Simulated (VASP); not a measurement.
# CdSe (Cadmoselite) (P6_3mc) in VASP: notebook

The runs below take CdSe (Cadmoselite) through electric field gradients, with PBE, r2SCAN.

Everything below comes from runs of VASP 6.6.1. Logs are shortened: lines on timing, memory, paths and dates and some standing lists are left out, and cuts for length are marked.

**What was measured.**

From a printed reference work, data compilation, for a bulk crystal of CdSe at 2 K: band gap 1.841 eV.

The results are compared with them further down.

## 1. The cell of the first run

Symmetry: P6_3mc, No. 186, hexagonal system. Conventional cell: a = 4.300 Å, b = 4.300 Å, c = 7.020 Å, α = 90.00°, β = 90.00°, γ = 120.00°. Within 3.4 Å of Cd (site symmetry 3m) lie 4 Se at 2.61 to 2.70 Å. Se (site symmetry 3m) has 4 Cd at 2.61 to 2.70 Å within 3.4 Å.

## 2. Electric field gradients, PBE

The input, INCAR:

```
PREC = Accurate
ENCUT = 520
EDIFF = 1E-8
ISMEAR = -1
SIGMA = 0.01
LREAL = F
LASPH = T
NELM = 80
ALGO = Normal
ISIF = 2
LWAVE = F
LCHARG = F
GGA = PE
LEFG = T
NBANDS = 26
```

The input, KPOINTS:

```
Automatic mesh
0
Gamma
  9 9 5
```

The input, POSCAR:

```
CdSe
1.0
    4.3000000000      0.0000000000      0.0000000000
   -2.1500000000      3.7239092363      0.0000000000
    0.0000000000      0.0000000000      7.0200000000
Cd Se
2 2
Direct
    0.3333333333      0.6666666667      0.0000000000
    0.6666666667      0.3333333333      0.5000000000
    0.3333333333      0.6666666667      0.3850000000
    0.6666666667      0.3333333333      0.8850000000
```

Potentials or basis: VASP PAW PBE potentials, release 64 (Cd, Se).

Launch:

```bash
> cat potpaw_PBE.64/Cd/POTCAR potpaw_PBE.64/Se/POTCAR > POTCAR
> mpirun -np 1 vasp_std > vasp.out
```

OUTCAR:

```text
PREC = Accurate
   ENCUT = 520
   EDIFF = 1E-8
   ISMEAR = -1
   LREAL = F
   LASPH = T
   NELM = 80
   ISIF = 2
   GGA = PE

 ion  position               nearest neighbor table
   1  0.333  0.667  0.000-   4 2.61   4 2.61   4 2.61   3 2.70
   2  0.667  0.333  0.500-   3 2.61   3 2.61   3 2.61   4 2.70
   3  0.333  0.667  0.385-   2 2.61   2 2.61   2 2.61   1 2.70
   4  0.667  0.333  0.885-   1 2.61   1 2.61   1 2.61   2 2.70

  LATTYP: Found a hexagonal cell.
 ALAT       =     4.3000000000
 C/A-ratio  =     1.6325581395

  Lattice vectors:

 A1 = (   4.3000000000,   0.0000000000,   0.0000000000)
 A2 = (  -2.1500000000,   3.7239092363,   0.0000000000)
 A3 = (   0.0000000000,   0.0000000000,   7.0200000000)

Analysis of symmetry for initial positions (statically):
=====================================================================
 Subroutine PRICEL returns:
 Original cell was already a primitive cell.

 Routine SETGRP: Setting up the symmetry group for a
 hexagonal supercell.

 Subroutine GETGRP returns: Found 12 space group operations
 (whereof  6 operations were pure point group operations)
 out of a pool of 24 trial point group operations.

The static configuration has the point symmetry C_3v.
 The point group associated with its full space group is C_6v.

Analysis of symmetry for dynamics (positions and initial velocities):
=====================================================================
 Subroutine PRICEL returns:
 Original cell was already a primitive cell.

 Routine SETGRP: Setting up the symmetry group for a
 hexagonal supercell.

 Subroutine GETGRP returns: Found 12 space group operations
 (whereof  6 operations were pure point group operations)
 out of a pool of 24 trial point group operations.

The dynamic configuration has the point symmetry C_3v.
 The point group associated with its full space group is C_6v.

 Subroutine INISYM returns: Found 12 space group operations
 (whereof  6 operations are pure point group operations),
 and found     1 'primitive' translations

----------------------------------------------------------------------------------------

                                     Primitive cell

  volume of cell :     112.4099

  direct lattice vectors                    reciprocal lattice vectors
     4.300000000  0.000000000  0.000000000     0.232558140  0.134267504  0.000000000
    -2.150000000  3.723909236  0.000000000     0.000000000  0.268535009  0.000000000
     0.000000000  0.000000000  7.020000000     0.000000000  0.000000000  0.142450142

  length of vectors
     4.300000000  4.300000000  7.020000000     0.268535009  0.268535009  0.142450142

  position of ions in fractional coordinates (direct lattice)
     0.333333333  0.666666667  0.000000000
     0.666666667  0.333333333  0.500000000
     0.333333333  0.666666667  0.385000000
     0.666666667  0.333333333  0.885000000

  ion indices of the primitive-cell ions
   primitive index   ion index
                 1           1
                 2           2
                 3           3
                 4           4

----------------------------------------------------------------------------------------

 KPOINTS: Automatic mesh

Automatic generation of k-mesh.
 Grid dimensions read from file:
 generate k-points for:    9    9    5

 Generating k-lattice:

  Cartesian coordinates                     Fractional coordinates (reciprocal lattice)
     0.025839793  0.014918612  0.000000000     0.111111111  0.000000000  0.000000000
     0.000000000  0.029837223  0.000000000     0.000000000  0.111111111  0.000000000
     0.000000000  0.000000000  0.028490028     0.000000000  0.000000000  0.200000000

  Length of vectors
     0.029837223  0.029837223  0.028490028

  Shift w.r.t. Gamma in fractional coordinates (k-lattice)
     0.000000000  0.000000000  0.000000000

 Subroutine IBZKPT returns following result:
 ===========================================

 Found     36 irreducible k-points:

 Following reciprocal coordinates:
            Coordinates               Weight
  0.000000  0.000000  0.000000      1.000000
  0.111111  0.000000  0.000000      6.000000
  0.222222  0.000000  0.000000      6.000000
  0.333333  0.000000  0.000000      6.000000
  0.444444  0.000000  0.000000      6.000000
  0.111111  0.111111  0.000000      6.000000
[... 16 lines left out ...]
  0.333333  0.222222  0.200000     24.000000
  0.333333  0.333333  0.200000      4.000000
 [... further k-points ...]
   k-points           NKPTS =     36   k-points in BZ     NKDIM =     36   number of bands    NBANDS=     26
   number of dos      NEDOS =    301   number of ions     NIONS =      4
   total plane-waves  NPLWV =  55296
   dimension x,y,z NGX =    32 NGY =   32 NGZ =   54
   dimension x,y,z NGXF=    64 NGYF=   64 NGZF=  108
   ions per type =               2   2
   NGX,Y,Z   is equivalent  to a cutoff of  12.37, 12.37, 12.79 a.u.
   NGXF,Y,Z  is equivalent  to a cutoff of  24.74, 24.74, 25.58 a.u.
 SYSTEM =  unknown system
   PREC   = accura    normal or accurate (medium, high low for compatibility)
   ISTART =      0    job   : 0-new  1-cont  2-samecut
   ICHARG =      2    charge: 1-file 2-atom 10-const
   ISPIN  =      1    spin polarized calculation?
   LNONCOLLINEAR =      F non collinear calculations
   LSORBIT =      F    spin-orbit coupling
   LASPH  =      T    aspherical Exc in radial PAW
   ENCUT  =  520.0 eV  38.22 Ry    6.18 a.u.   8.00  8.00 13.05*2*pi/ulx,y,z
   NELM   =     80;   NELMIN=  2; NELMDL= -5     # of ELM steps
   EDIFF  = 0.1E-07   stopping-criterion for ELM
   LREAL  =      F    real-space projection
   EDIFFG = 0.1E-06   stopping-criterion for IOM
   NSW    =      0    number of steps for IOM
   IBRION =     -1    ionic relax: 0-MD 1-quasi-New 2-CG
   NFREE  =      0    steps in history (QN), initial steepest desc. (CG)
   ISIF   =      2    stress and relaxation
   ISYM   =      2    0-nonsym 1-usesym 2-fastsym
   POTIM  = 0.5000    time-step for ionic-motion
   TEBEG  =    0.0;   TEEND  =   0.0 temperature during run
   PSTRESS=    0.0 pullay stress
   NELECT =      36.0000    total number of electrons
   NUPDOWN=      -1.0000    fix difference up-down
   EMIN   =  10.00;   EMAX   =-10.00  energy-range for DOS
   EFERMI =   0.00;   METHOD = LEGACY
   ISMEAR =    -1;   SIGMA  =   0.01  broadening in eV -4-tet -1-fermi 0-gaus
   EFERMI_NEDOS =   21; number of points for ismear=-14 and -15
   IALGO  =     38    algorithm
   IMIX   =      4    mixing-type and parameters
     AMIX     =   0.40;   BMIX     =  1.00
     AMIX_MAG =   1.60;   BMIX_MAG =  1.00
  volume/ion in A,a.u.               =      28.10       189.64
  Fermi-wavevector in a.u.,A,eV,Ry     =   1.120059  2.116604 17.068937  1.254531
  Thomas-Fermi vector in A             =   2.256702
   LORBIT       =      0    0 simple, 1 ext, 2 COOP (PROOUT), +10 PAW based schemes
   GGA     = PE    functional components
   LHFCALC =     F    Hartree Fock is set to
   AEXX    =    0.0000 exact exchange contribution
   IVDW    =     0    specifies the selected vdW correction
   LEPSILON=     F    determine dielectric tensor
   LRPA    =     F    only Hartree local field effects (RPA)
 non-spin polarized calculation
  energy-cutoff  :      520.00
  volume of cell :      112.41
 maximum number of plane-waves:      3047
 NGX is ok and might be reduce to    32
   NGX = 15   NGY = 15   NGZ = 27

 number of electron      35.9999998 magnetization

 Free energy of the ion-electron system (eV)
  ---------------------------------------------------
  ext. energy  EPLUGINS =         0.00000000
  ---------------------------------------------------
  free energy    TOTEN  =       -10.90596779 eV

  energy without entropy =      -10.90596779  energy(sigma->0) =      -10.90596779

 E-fermi :   1.1261     XC(G=0):  -8.8822

 val. band max:        0.9358296581   @ k =   0.0000   0.0000   0.0000
 cond. band min:       1.6388119241   @ k =   0.0000   0.0000   0.0000
 fundamental gap:      0.7029822661
 Fermi energy:         1.1261359362

 k-point     1 :       0.0000    0.0000    0.0000
  band No.  band energies     occupation
      1     -11.6587      2.00000
      2     -11.2927      2.00000
      3      -6.9991      2.00000
      4      -6.9991      2.00000
      5      -6.9435      2.00000
      6      -6.9435      2.00000
[... 685 lines left out ...]
     25       9.3860      0.00000
     26       9.3860      0.00000

 [... further k-points ...]
[... 5 lines left out ...]
  --------------------------------------------------------------------------------------
  -------------------------------------------------------------------------------------
  Total        2.8346028      2.8346028      1.3647901      0.0000000      0.0000000      0.0000000
  in kB       40.4015602     40.4015602     19.4523369      0.0000000      0.0000000      0.0000000
  external PRESSURE =      33.4184858 kB  Pullay stress =       0.0000000 kB

 VOLUME and BASIS-vectors are now :
 -----------------------------------------------------------------------------
  energy-cutoff  :      520.00
  volume of cell :      112.41
      direct lattice vectors                 reciprocal lattice vectors
     4.300000000  0.000000000  0.000000000     0.232558140  0.134267504  0.000000000
    -2.150000000  3.723909236  0.000000000     0.000000000  0.268535009  0.000000000
     0.000000000  0.000000000  7.020000000     0.000000000  0.000000000  0.142450142

 POSITION                                       TOTAL-FORCE (eV/Angst)
 -----------------------------------------------------------------------------------
     -0.00000      2.48261      0.00000        -0.000000     -0.000000      0.290936
      2.15000      1.24130      3.51000         0.000000      0.000000      0.290936
     -0.00000      2.48261      2.70270        -0.000000     -0.000000     -0.290936
      2.15000      1.24130      6.21270         0.000000      0.000000     -0.290936
 -----------------------------------------------------------------------------------
    total drift:                               -0.000000     -0.000000      0.000082

  FREE ENERGIE OF THE ION-ELECTRON SYSTEM (eV)
  ---------------------------------------------------
  free  energy   TOTEN  =       -10.9059677882 eV

  energy  without entropy=      -10.9059677881  energy(sigma->0) =      -10.90596779

 Electric field gradients (V/A^2)
---------------------------------------------------------------------
 ion       V_xx      V_yy      V_zz      V_xy      V_xz      V_yz
---------------------------------------------------------------------
   1     -16.592   -16.590    33.182     0.002     0.000    -0.000
   2     -16.592   -16.590    33.182     0.002    -0.000     0.000
   3       7.613     7.613   -15.226    -0.000     0.000    -0.000
   4       7.613     7.613   -15.226    -0.000    -0.000     0.000
---------------------------------------------------------------------

 Electric field gradients after diagonalization (V/A^2)
 (convention: |V_zz| > |V_xx| > |V_yy|)
----------------------------------------------------------------------
 ion       V_xx      V_yy      V_zz     asymmetry (V_yy - V_xx)/ V_zz
----------------------------------------------------------------------
   1     -16.593   -16.589    33.182       0.000
   2     -16.593   -16.589    33.182       0.000
   3       7.614     7.613   -15.226       0.000
   4       7.614     7.613   -15.226       0.000
----------------------------------------------------------------------

           NMR quadrupolar parameters

 Cq : quadrupolar parameter    Cq=e*Q*V_zz/h
 eta: asymmetry parameters     (V_yy - V_xx)/ V_zz
 Q  : nuclear electric quadrupole moment in mb (millibarn)
----------------------------------------------------------------------
 ion       Cq(MHz)       eta       Q (mb)
----------------------------------------------------------------------
   1       0.080       0.000       1.000
   2       0.080       0.000       1.000
   3      -0.037       0.000       1.000
   4      -0.037       0.000       1.000
----------------------------------------------------------------------
```

It took 91 s on 1 thread of Intel Xeon 6975P-C, shared host; peak memory 0.28 GiB.

What came out:

```yaml
Free_energy: -10.9060 eV
Pressure: 3.3 GPa
Largest_force: 0.291 eV/Å
Band_gap_on_the_k_mesh: 0.70 eV, direct
```

Forces in eV/Å, atoms in the order of the input:
```
Cd   0.000  0.000  0.291
Cd   0.000  0.000  0.291
Se   0.000  0.000 -0.291
Se   0.000  0.000 -0.291
```

Stress tensor (GPa, compression positive):
```
4.04 0.00 0.00
0.00 4.04 0.00
0.00 0.00 1.95
```

Levels at points of the mesh, in eV from the valence-band top:
```
           k point  band 15  band 16  band 17  band 18  band 19  band 20  band 21  band 22
(0.00, 0.00, 0.00)    -0.72    -0.01     0.00     0.00     0.70     2.12     5.88     5.88
```

Electric field gradients, principal values (V/Å²):
```tsv
atom	least	middle	greatest (by size)
1 Cd	-16.589	-16.593	33.182
2 Cd	-16.589	-16.593	33.182
3 Se	7.613	7.614	-15.226
4 Se	7.613	7.614	-15.226
```

Caveat: without QUAD_EFG the Cq values of the log hold for a quadrupole moment of 1 mb, not for the nuclei.

(Part 1 of 2 ends here.)
